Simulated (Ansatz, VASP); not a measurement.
**Two plane-wave programs on Co**

INCAR

```
SYSTEM = Co
PREC = Accurate
ENCUT = 520
EDIFF = 1E-6
ISMEAR = 0
SIGMA = 0.1
LREAL = .False.
LASPH = .True.
NELM = 150
ALGO = Normal
ISIF = 2
LWAVE = .False.
LCHARG = .False.
ISPIN = 2
MAGMOM = 2 2
LORBIT = 11
LMAXMIX = 4
GGA = PE
NBANDS = 20
```

KPOINTS

```
regular mesh
0
Gamma
  9 9 4
  0 0 0
```

Contents of POSCAR:

```
Co
1.0
    2.4873648700      0.0000000000      0.0000000000
   -1.2436824400      2.1541211700      0.0000000000
    0.0000000000      0.0000000000      4.0632895000
Co
2
Direct
    0.6666666700      0.3333333300      0.2598610000
    0.3333333300      0.6666666700      0.7401390000
```

Input for Ansatz:

```yaml
crystal:
  lattice:
    - [2.48736487, 0.0, 0.0]
    - [-1.24368244, 2.15412117, 0.0]
    - [0.0, 0.0, 4.0632895]
  atoms:
    - { symbol: Co, position: [0.66666667, 0.33333333, 0.259861], spin: 2.0 }
    - { symbol: Co, position: [0.33333333, 0.66666667, 0.740139], spin: 2.0 }
basis:
  ecutwfc: 420
kpoints:
  mp_grid: { grid: [9, 9, 4] }
hamiltonian:
  xc: pbe
scf:
  occupations: { method: gaussian, width: 0.1 }
  lower_state_search: "off"
output:
  forces: true
  stress: true
  eigenvalues: true
  populations: true
magnetization:
  spin_polarized: true
```

Alike in both runs: task single point; functional PBE; k mesh 9 × 9 × 4; occupations gaussian, width 0.1 eV; collinear spin.

|  | VASP | Ansatz |
| --- | --- | --- |
| version | VASP 6.6.1 | Ansatz 0.2.0 |
| potentials or method | VASP PAW PBE potentials, release 64 (Co) | scalar-relativistic, plane waves, PAW |
| plane-wave cutoff (eV) | 520 | 420 |
| valence electrons in the cell | 18 | 34 |

|  | VASP | Ansatz | Ansatz less VASP |
| --- | --- | --- | --- |
| gap on the k mesh at the Fermi level (eV) | none | none | - |
| pressure (GPa) | -0.7 | 0.1 | +0.74 |
| largest component of the traceless stress (GPa) | 0.66 | 0.74 | +0.075 |
| rms of the force components (eV/Å) | 0.291 | 0.292 | +0.0017 |
| net moment per atom (μB) | 1.59 | 1.60 | +0.006 |
| size of the moment on the site where the two differ most (μB) | 1.61 | 1.67 | +0.063 |

Site moments also hang on the region over which each program counts them. Atom by atom the forces differ by 0.002 eV/Å (rms over components). A gap of «none» marks a metal or a gap that the smearing closes. The two sets of potentials don't hold the same shells in valence.

Caveats: the k mesh is coarse (spacing up to 0.39 Å⁻¹), so the values aren't converged.
